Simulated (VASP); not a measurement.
# SnO (P4/nmm) in VASP: a series of runs

The runs below take SnO through Born charges and dielectric tensor, phonons, with LDA, PBE.

Program: VASP 6.6.1. These are calculated values, not measurements. Logs are shortened: lines on timing, memory, paths and dates and some standing lists are left out, and cuts for length are marked.

### Step 1. The crystal as given

It takes space group P4/nmm (No. 129, tetragonal). Conventional cell: a = 3.814 Å, b = 3.814 Å, c = 4.887 Å, α = 90.00°, β = 90.00°, γ = 90.00°. Sn (site symmetry 4mm) has 4 O at 2.23 Å as nearest neighbours. Around O (site symmetry -4m2) lie 4 Sn at 2.23 Å.

The cell is a database's computed one.

### Step 2. Born charges and dielectric tensor, LDA

The input, INCAR:

```
SYSTEM = SnO
ALGO     = Fast           ! electronic algorithm
EDIFF    = 1E-8           ! SCF threshold, eV
ENCUT    = 520            ! plane-wave cutoff, eV
IBRION   = 8              ! ionic algorithm
ISIF     = 2              ! what is computed and relaxed
ISMEAR   = -1             ! smearing method
LASPH    = .True.         ! aspherical terms in the spheres
LCHARG   = .False.        ! write CHGCAR
LEPSILON = .True.         ! dielectric tensor by DFPT
LREAL    = .False.        ! projectors in reciprocal space
LWAVE    = .False.        ! write WAVECAR
NELM     = 100            ! most SCF steps
PREC     = Accurate       ! precision mode
SIGMA    = 0.05           ! smearing width, eV
```

The input, KPOINTS:

```
k-points
0
Gamma
  7 7 6
  0 0 0
```

The input, POSCAR:

```
SnO
1.0
    3.8136952200      0.0000000000      0.0000000000
    0.0000000000      3.8136952200      0.0000000000
    0.0000000000      0.0000000000      4.8869133000
Sn O
2 2
Direct
    0.5000000000      0.0000000000      0.7646261400
    0.0000000000      0.5000000000      0.2353738600
    0.0000000000      0.0000000000      0.0000000000
    0.5000000000      0.5000000000      0.0000000000
```

Potentials or basis: VASP PAW LDA potentials, release 64 (Sn_d, O).

Launch:

```console
> cat potpaw_LDA.64/Sn_d/POTCAR potpaw_LDA.64/O/POTCAR > POTCAR
> mpirun -np 1 vasp_std > vasp.out
```

OUTCAR:

```text
SYSTEM = SnO
   EDIFF = 1E-8
   ENCUT = 520
   IBRION = 8
   ISIF = 2
   ISMEAR = -1
   LASPH = .True.
   LEPSILON = .True.
   LREAL = .False.
   NELM = 100
   PREC = Accurate

 ion  position               nearest neighbor table
   1  0.500  0.000  0.765-   3 2.23   4 2.23   4 2.23   3 2.23   2 3.54   2 3.54   2 3.54   2 3.54
                             2 3.74   2 3.74   2 3.74   2 3.74
   2  0.000  0.500  0.235-   3 2.23   4 2.23   3 2.23   4 2.23   1 3.54   1 3.54   1 3.54   1 3.54
                             1 3.74   1 3.74   1 3.74   1 3.74
   3  0.000  0.000  0.000-   1 2.23   2 2.23   2 2.23   1 2.23
   4  0.500  0.500  0.000-   1 2.23   2 2.23   1 2.23   2 2.23

  LATTYP: Found a simple tetragonal cell.
 ALAT       =     3.8136952200
 C/A-ratio  =     1.2814116016

  Lattice vectors:

 A1 = (   3.8136952200,   0.0000000000,   0.0000000000)
 A2 = (   0.0000000000,   3.8136952200,   0.0000000000)
 A3 = (   0.0000000000,   0.0000000000,   4.8869133000)

Analysis of symmetry for initial positions (statically):
=====================================================================
 Subroutine PRICEL returns:
 Original cell was already a primitive cell.

 Routine SETGRP: Setting up the symmetry group for a
 simple tetragonal supercell.

 Subroutine GETGRP returns: Found 16 space group operations
 (whereof  8 operations were pure point group operations)
 out of a pool of 16 trial point group operations.

The static configuration has the point symmetry D_2d.
 The point group associated with its full space group is D_4h.

Analysis of symmetry for dynamics (positions and initial velocities):
=====================================================================
 Subroutine PRICEL returns:
 Original cell was already a primitive cell.

 Routine SETGRP: Setting up the symmetry group for a
[... 928 lines left out ...]
 ion    1
    1     3.08089     0.00000     0.00000
    2     0.00000     3.08089     0.00000
    3     0.00000     0.00000     2.88682
 ion    2
    1     3.08089     0.00000     0.00000
    2     0.00000     3.08089     0.00000
    3     0.00000     0.00000     2.88682
 ion    3
    1    -3.08089     0.00000     0.00000
    2     0.00000    -3.08089     0.00000
    3     0.00000     0.00000    -2.88682
 ion    4
    1    -3.08089     0.00000     0.00000
    2     0.00000    -3.08089     0.00000
    3     0.00000     0.00000    -2.88682

 INTERNAL STRAIN TENSOR FOR ION    4 for displacements in x,y,z  (eV/Angst):
          X           Y           Z          XY          YZ          ZX
  --------------------------------------------------------------------------------
  x     0.00000     0.00000     0.00000     0.00000     0.00000     3.50859
  y     0.00000     0.00000     0.00000     0.00000    -2.93089     0.00000
  z     6.26746    -6.26746     0.00000     0.00000     0.00000     0.00000

 SECOND DERIVATIVES (NOT SYMMETRIZED)
 ------------------------------------
               1X          1Y          1Z          2X          2Y          2Z          3X          3Y          3Z          4X          4Y          4Z
  1X    -4.441351    0.000000    0.000000    1.051521    0.000000    0.000000    2.357155    0.000000    0.000000    1.032674    0.000000    0.000000
  1Y     0.000000   -4.441351    0.000000    0.000000    1.051521    0.000000    0.000000    1.032674    0.000000    0.000000    2.357155    0.000000
  1Z     0.000000    0.000000  -12.869943    0.000000    0.000000    5.748025    0.000000    0.000000    3.560959    0.000000    0.000000    3.560959
  2X     1.051521    0.000000    0.000000   -4.441351    0.000000    0.000000    1.032674    0.000000    0.000000    2.357155    0.000000    0.000000
  2Y     0.000000    1.051521    0.000000    0.000000   -4.441351    0.000000    0.000000    2.357155    0.000000    0.000000    1.032674    0.000000
  2Z     0.000000    0.000000    5.748025    0.000000    0.000000  -12.869943    0.000000    0.000000    3.560959    0.000000    0.000000    3.560959
  3X     2.363538    0.000000    0.000000    1.042104    0.000000    0.000000   -7.484448    0.000000    0.000000    4.078806    0.000000    0.000000
  3Y     0.000000    1.042104    0.000000    0.000000    2.363538    0.000000    0.000000   -7.484448    0.000000    0.000000    4.078806    0.000000
  3Z     0.000000    0.000000    3.567144    0.000000    0.000000    3.567144    0.000000    0.000000   -7.050605    0.000000    0.000000   -0.083683
  4X     1.042104    0.000000    0.000000    2.363538    0.000000    0.000000    4.078806    0.000000    0.000000   -7.484448    0.000000    0.000000
  4Y     0.000000    2.363538    0.000000    0.000000    1.042104    0.000000    0.000000    4.078806    0.000000    0.000000   -7.484448    0.000000
  4Z     0.000000    0.000000    3.567144    0.000000    0.000000    3.567144    0.000000    0.000000   -0.083683    0.000000    0.000000   -7.050605

 Eigenvectors and eigenvalues of the dynamical matrix
 ----------------------------------------------------

   1 f  =   13.302672 THz    83.583150 2PiTHz  443.729359 cm-1    55.015404 meV
             X         Y         Z           dx          dy          dz
      1.906848  0.000000  3.736662    -0.009797    0.030082    0.000000
      0.000000  1.906848  1.150252     0.009797   -0.030082    0.000000
      0.000000  0.000000  0.000000     0.218756    0.671673    0.000000
      1.906848  1.906848  0.000000    -0.218756   -0.671673   -0.000000
[... 71 lines left out ...]
  12 f/i=    0.005772 THz     0.036268 2PiTHz    0.192539 cm-1     0.023872 meV
             X         Y         Z           dx          dy          dz
      1.906848  0.000000  3.736662    -0.651596   -0.127589   -0.000000
      0.000000  1.906848  1.150252    -0.651596   -0.127589   -0.000000
      0.000000  0.000000  0.000000    -0.238663   -0.046733   -0.000000
      1.906848  1.906848  0.000000    -0.238663   -0.046733   -0.000000

--------------------------------------------------------------------------------------------------------

 MACROSCOPIC STATIC DIELECTRIC TENSOR IONIC CONTRIBUTION
 ------------------------------------------------------
          14.224317    -0.000000    -0.000000
          -0.000000    14.224317     0.000000
          -0.000000     0.000000     5.952996
 ------------------------------------------------------

 ELASTIC MODULI CONTR FROM IONIC RELAXATION (kBar)
 Direction    XX          YY          ZZ          XY          YZ          ZX
 --------------------------------------------------------------------------------
 XX        -556.5757    -48.1987   -504.9637      0.0000      0.0000     -0.0000
 YY         -48.1987   -556.5757   -504.9637      0.0000     -0.0000     -0.0000
 ZZ        -504.9637   -504.9637   -843.2511      0.0000     -0.0000     -0.0000
 XY           0.0000      0.0000      0.0000      0.0000      0.0000      0.0000
 YZ           0.0000     -0.0000     -0.0000      0.0000   -239.3439      0.0000
 ZX          -0.0000     -0.0000     -0.0000      0.0000      0.0000   -335.5091
 --------------------------------------------------------------------------------

 PIEZOELECTRIC TENSOR IONIC CONTR  for field in x, y, z        (C/m^2)
          XX          YY          ZZ          XY          YZ          ZX
  --------------------------------------------------------------------------------
  x     0.00000    -0.00000     0.00000     0.00000    -0.00000    -0.00000
  y     0.00000     0.00000     0.00000     0.00000    -0.00000     0.00000
  z    -0.00000    -0.00000    -0.00000     0.00000    -0.00000     0.00000
```

It took 18 min on 1 thread of Intel Xeon 6975P-C (Granite Rapids), shared host; peak memory 0.56 GiB.

Results:

```yaml
Band_gap_on_the_k_mesh: 0.44 eV, indirect (least direct gap 1.96 eV)
Electronic_dielectric_tensor_diagonal: 8.01, 8.01, 7.08
Born_charges_mean_of_the_diagonal: Sn +3.02; O -3.02 e
Highest_phonon_frequency_at_Γ_LO-TO_splitting_left_out: 444 cm⁻¹
```

Phonon frequencies in cm⁻¹ (negative: imaginary):
| q point | frequencies |
| --- | --- |
| (0.000, 0.000, 0.000) | 0 0 0 111 111 207 256 256 344 371 444 444 |

Electronic dielectric tensor:
```
8.01 0.00 0.00
0.00 8.01 0.00
0.00 0.00 7.08
```

Born effective charge tensors (e):
atom 1, Sn
```
3.08 0.00 0.00
0.00 3.08 0.00
0.00 0.00 2.89
```
atom 2, Sn
```
3.08 0.00 0.00
0.00 3.08 0.00
0.00 0.00 2.89
```
atom 3, O
```
-3.08  0.00  0.00
 0.00 -3.08  0.00
 0.00  0.00 -2.89
```
atom 4, O
```
-3.08  0.00  0.00
 0.00 -3.08  0.00
 0.00  0.00 -2.89
```

Caveat: the gap is small at this level, which inflates the dielectric constant; spin-orbit coupling is left out, which moves the levels of the heavy elements; an odd mesh through Γ misses points on the zone boundary, where band edges often lie. A hybrid or GW would open this gap; LDA tends to underestimate it.

### Step 3. Phonons, PBE

POSCAR is that of step 2.

The input, INCAR.step1:

```
PREC = Accurate
ENCUT = 600
EDIFF = 1E-8
ISMEAR = -1
SIGMA = 0.05
LREAL = F
LASPH = T
NELM = 80
ALGO = Normal
ISIF = 3
LWAVE = F
LCHARG = F
GGA = PE
IBRION = 2
NSW = 40
EDIFFG = -0.002
```

The input, INCAR.step2:

```
PREC = Accurate
ENCUT = 600
EDIFF = 1E-8
ISMEAR = -1
SIGMA = 0.05
LREAL = F
LASPH = T
NELM = 80
ALGO = Normal
ISIF = 2
LWAVE = F
LCHARG = F
GGA = PE
IBRION = 8
NSW = 1
```

The input, KPOINTS:

```
regular mesh
0
Gamma
  5 5 5
```

Potentials or basis: VASP PAW PBE potentials, release 64 (Sn_d, O).

Launch:

```console
> cat potpaw_PBE.64/Sn_d/POTCAR potpaw_PBE.64/O/POTCAR > POTCAR
> cp INCAR.step1 INCAR
> mpirun -np 1 vasp_std > vasp.out
> cp CONTCAR POSCAR
> cp INCAR.step2 INCAR
> mpirun -np 1 vasp_std > vasp.out
```

OUTCAR:

```text
PREC = Accurate
   ENCUT = 600
   EDIFF = 1E-8
   ISMEAR = -1
   LREAL = F
   LASPH = T
   NELM = 80
   ISIF = 2
   GGA = PE
   IBRION = 8
   NSW = 1

 ion  position               nearest neighbor table
   1  0.500  0.000  0.770-   3 2.26   4 2.26   4 2.26   3 2.26   2 3.59   2 3.59   2 3.59   2 3.59

   2  0.000  0.500  0.230-   3 2.26   4 2.26   3 2.26   4 2.26   1 3.59   1 3.59   1 3.59   1 3.59

   3  0.000  0.000  0.000-   1 2.26   2 2.26   2 2.26   1 2.26
   4  0.500  0.500  0.000-   1 2.26   2 2.26   1 2.26   2 2.26

  LATTYP: Found a simple tetragonal cell.
 ALAT       =     3.8680997512
 C/A-ratio  =     1.3051592152

  Lattice vectors:

[... 744 lines left out ...]
  1Y     0.000000   -4.056163    0.000000    0.000000    0.965541    0.000000    0.000000    0.954948    0.000000    0.000000    2.135674    0.000000
  1Z     0.000000    0.000000  -12.353491    0.000000    0.000000    5.281744    0.000000    0.000000    3.535874    0.000000    0.000000    3.535874
  2X     0.965541    0.000000    0.000000   -4.056163    0.000000    0.000000    0.954948    0.000000    0.000000    2.135674    0.000000    0.000000
  2Y     0.000000    0.965541    0.000000    0.000000   -4.056163    0.000000    0.000000    2.135674    0.000000    0.000000    0.954948    0.000000
  2Z     0.000000    0.000000    5.281744    0.000000    0.000000  -12.353491    0.000000    0.000000    3.535874    0.000000    0.000000    3.535874
  3X     2.117161    0.000000    0.000000    0.948554    0.000000    0.000000   -6.962755    0.000000    0.000000    3.897040    0.000000    0.000000
  3Y     0.000000    0.948554    0.000000    0.000000    2.117161    0.000000    0.000000   -6.962755    0.000000    0.000000    3.897040    0.000000
  3Z     0.000000    0.000000    3.545471    0.000000    0.000000    3.545471    0.000000    0.000000   -6.731790    0.000000    0.000000   -0.359152
  4X     0.948554    0.000000    0.000000    2.117161    0.000000    0.000000    3.897040    0.000000    0.000000   -6.962755    0.000000    0.000000
  4Y     0.000000    2.117161    0.000000    0.000000    0.948554    0.000000    0.000000    3.897040    0.000000    0.000000   -6.962755    0.000000
  4Z     0.000000    0.000000    3.545471    0.000000    0.000000    3.545471    0.000000    0.000000   -0.359152    0.000000    0.000000   -6.731790

 Eigenvectors and eigenvalues of the dynamical matrix
 ----------------------------------------------------

   1 f  =   12.890382 THz    80.992661 2PiTHz  429.976872 cm-1    53.310314 meV
             X         Y         Z           dx          dy          dz
      1.934050  0.000000  3.885780    -0.027622    0.011357   -0.000000
      0.000000  1.934050  1.162706     0.027622   -0.011357    0.000000
      0.000000  0.000000  0.000000     0.653403    0.268650    0.000000
      1.934050  1.934050  0.000000    -0.653403   -0.268650    0.000000
[... 71 lines left out ...]
  12 f/i=    0.009576 THz     0.060165 2PiTHz    0.319406 cm-1     0.039601 meV
             X         Y         Z           dx          dy          dz
      1.934050  0.000000  3.885780     0.161013    0.643632    0.000000
      0.000000  1.934050  1.162706     0.161013    0.643632    0.000000
      0.000000  0.000000  0.000000     0.059352    0.237254    0.000000
      1.934050  1.934050  0.000000     0.059352    0.237254    0.000000

--------------------------------------------------------------------------------------------------------

 ELASTIC MODULI CONTR FROM IONIC RELAXATION (kBar)
 Direction    XX          YY          ZZ          XY          YZ          ZX
 --------------------------------------------------------------------------------
 XX        -522.0057    -26.6142   -457.0683      0.0000     -0.0000     -0.0000
 YY         -26.6142   -522.0057   -457.0683      0.0000     -0.0000     -0.0000
 ZZ        -457.0683   -457.0683   -761.5889      0.0000     -0.0000     -0.0000
 XY           0.0000      0.0000      0.0000      0.0000      0.0000      0.0000
 YZ          -0.0000     -0.0000     -0.0000      0.0000   -206.2780      0.0000
 ZX          -0.0000     -0.0000     -0.0000      0.0000      0.0000   -300.5444
 --------------------------------------------------------------------------------
```

OUTCAR.step1:

```text
PREC = Accurate
   ENCUT = 600
   EDIFF = 1E-8
   ISMEAR = -1
   LREAL = F
   LASPH = T
   NELM = 80
   ISIF = 3
   GGA = PE
   IBRION = 2
   NSW = 40
   EDIFFG = -0.002

[... 892 lines left out ...]
 fundamental gap:      0.8555913282
 Fermi energy:         6.5725378321

 k-point     1 :       0.0000    0.0000    0.0000
  band No.  band energies     occupation
      1     -15.5694      2.00000
      2     -15.2112      2.00000
      3     -15.2061      2.00000
      4     -15.2061      2.00000
      5     -15.1774      2.00000
      6     -15.1624      2.00000
[... 506 lines left out ...]
  FREE ENERGIE OF THE ION-ELECTRON SYSTEM (eV)
  ---------------------------------------------------
  free  energy   TOTEN  =       -22.7249519627 eV

  energy  without entropy=      -22.7249454504  energy(sigma->0) =      -22.72494871

 reached required accuracy - stopping structural energy minimisation
```

OSZICAR.step1:

```text
N       E                     dE             d eps       ncg     rms          rms(c)
DAV:   1     0.417710614753E+03    0.41771E+03   -0.22481E+04   880   0.278E+03
DAV:   2     0.360041191161E+02   -0.38171E+03   -0.37423E+03   912   0.619E+02
DAV:   3    -0.238776027015E+02   -0.59882E+02   -0.57949E+02  1032   0.200E+02
DAV:   4    -0.263305676445E+02   -0.24530E+01   -0.24497E+01   992   0.454E+01
[... 178 lines left out ...]
DAV:   5    -0.227249519858E+02    0.35975E-06   -0.23767E-07  1144   0.682E-03    0.345E-04
DAV:   6    -0.227249519707E+02    0.15096E-07   -0.12771E-08   560   0.182E-03    0.184E-04
DAV:   7    -0.227249519545E+02    0.16203E-07   -0.51872E-09   464   0.818E-04    0.683E-05
DAV:   8    -0.227249519647E+02   -0.10184E-07   -0.18901E-09   448   0.624E-04    0.326E-05
DAV:   9    -0.227249519627E+02    0.20354E-08   -0.58334E-10   456   0.386E-04
  14 F= -.22724952E+02 E0= -.22724949E+02  d E =-.854417E-05
```

Wall time 8.2 min (1 thread of Intel Xeon 6975P-C (Granite Rapids), shared host); peak memory 0.43 GiB.

What came out:

```yaml
Relaxed_volume: 18.88 Å³/atom
Relaxed_cell: a = 3.868 Å, b = 3.868 Å, c = 5.048 Å, α = 90.00°, β = 90.00°, γ = 90.00°
Space_group_after_relaxing_to_0.05_Å: P4/nmm (No. 129)
Highest_phonon_frequency_at_Γ_LO-TO_splitting_left_out: 430 cm⁻¹
```

The path:
| step | energy change (eV) | largest force (eV/Å) | pressure (GPa) | volume (Å³) |
| --- | --- | --- | --- | --- |
| 1 | 0.0000 | 0.4493 | 3.80 | 71.08 |
| 2 | -0.0038 | 0.6898 | -2.73 | 75.50 |
| 3 | -0.0307 | 0.1627 | 0.22 | 73.30 |
| 4 | -0.0329 | 0.0985 | 0.14 | 73.66 |
| 5 | -0.0338 | 0.0224 | 0.05 | 74.09 |
| 6 | -0.0345 | 0.0145 | 0.07 | 74.24 |
| 7 | -0.0359 | 0.0091 | 0.14 | 74.70 |
| 8 | -0.0362 | 0.0562 | 0.32 | 75.60 |
| 9 | -0.0365 | 0.0387 | 0.25 | 75.24 |
| 10 | -0.0362 | 0.0745 | -0.35 | 75.89 |
| 11 | -0.0367 | 0.0056 | 0.02 | 75.49 |
| 12 | -0.0367 | 0.0065 | 0.01 | 75.50 |
| 13 | -0.0367 | 0.0022 | 0.00 | 75.52 |
| 14 | -0.0367 | 0.0000 | 0.00 | 75.54 |

Final structure:
```yaml
crystal:
  lattice:
    - [3.86810, 0.00000, 0.00000]
    - [0.00000, 3.86810, 0.00000]
    - [0.00000, 0.00000, 5.04849]
  atoms:
    - { symbol: Sn, position: [0.50000, 0.00000, 0.76969] }
    - { symbol: Sn, position: [0.00000, 0.50000, 0.23031] }
    - { symbol: O, position: [0.00000, 0.00000, 0.00000] }
    - { symbol: O, position: [0.50000, 0.50000, 0.00000] }
```

Phonon frequencies in cm⁻¹ (negative: imaginary):
```csv
q point,frequencies
"(0.000, 0.000, 0.000)",0 0 0 106 106 201 243 243 329 370 430 430
```
